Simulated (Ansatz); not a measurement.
Write the native input for Ansatz 0.2.0 that does the following.

| Quantity | Value |
| --- | --- |
| Task | band structure |
| Functional | PBE |
| Potentials or basis | Ansatz PAW |
| Cutoff | 420 eV (not typed: the program's choice for these potentials) |
| k mesh | 10 × 10 × 3 |
| Occupations | fermi-dirac, width 0.05 eV |
| Spin | no spin polarisation |
| Hubbard terms | W d U = 4 eV |
| Path | [["G", "M", "K", "G", "A", "L", "H", "A"], ["L", "M"], ["K", "H"]] |
| Points for each segment of the path | 14 |
| Hubbard projectors | ortho-atomic (the default) |
| Double counting | fll (the default) |

Crystal: WS2 (Tungstenite).

```
W S
1.0
     3.18000    0.00000    0.00000
    -1.59000    2.75396    0.00000
     0.00000    0.00000   12.50000
W S
2 4
Direct
  0.66667 0.33333 0.75000
  0.33333 0.66667 0.25000
  0.66667 0.33333 0.37500
  0.33333 0.66667 0.87500
  0.66667 0.33333 0.12500
  0.33333 0.66667 0.62500
```

One way to write it, as run:

input.yaml

```yaml
crystal:
  lattice:
    - [3.18, 0.0, 0.0]
    - [-1.59, 2.753960784, 0.0]
    - [0.0, 0.0, 12.5]
  atoms:
    - { symbol: W, position: [0.6666666667, 0.3333333333, 0.75] }
    - { symbol: W, position: [0.3333333333, 0.6666666667, 0.25] }
    - { symbol: S, position: [0.6666666667, 0.3333333333, 0.375] }
    - { symbol: S, position: [0.3333333333, 0.6666666667, 0.875] }
    - { symbol: S, position: [0.6666666667, 0.3333333333, 0.125] }
    - { symbol: S, position: [0.3333333333, 0.6666666667, 0.625] }
hamiltonian:
  xc: pbe
  pseudopotentials: { kind: paw }
  hubbard: { sites: [{ species: W, l: d, u_eff: 4.0 }] }
kpoints:
  mp_grid: { grid: [10, 10, 3] }
  band_path:
    path:
      - [[0.0, 0.0, 0.0], [0.5, 0.0, 0.0], [0.3333333333, 0.3333333333, 0.0], [0.0, 0.0, 0.0], [0.0, 0.0, 0.5], [0.5, 0.0, 0.5], [0.3333333333, 0.3333333333, 0.5], [0.0, 0.0, 0.5]]
      - [[0.5, 0.0, 0.5], [0.5, 0.0, 0.0]]
      - [[0.3333333333, 0.3333333333, 0.0], [0.3333333333, 0.3333333333, 0.5]]
    npoints: 14
scf:
  occupations: { method: fermi_dirac, width: 0.05 }
  n_extra_bands: 15
output:
  forces: true
  stress: true
  eigenvalues: true
  fatbands: true
```

Potentials or basis: Ansatz PAW.

The run is started by

```console
$ ansatz run input.yaml --threads 2 --pin off --max-ram 5632MiB --backend cpu --events-out ev --progress --plain --runs-dir out
```

Results of the run:

- Pressure: 2.6 GPa
- Largest force: 0.151 eV/Å
- Band gap on the k mesh: 1.24 eV, indirect (least direct gap 1.90 eV)
- Band gap along the path: 1.08 eV, indirect (least direct gap 1.50 eV)

Caveat: the k mesh misses the band edges, so the gap on the mesh is wider than the one along the path; spin-orbit coupling is left out, which moves the levels of the heavy elements; this functional lacks dispersion, which binds the layers, so the pressure and a relaxed spacing across them are unreliable.

It took 16 s on 2 threads of Arm Neoverse V2, on a shared host, peak memory 0.71 GiB.
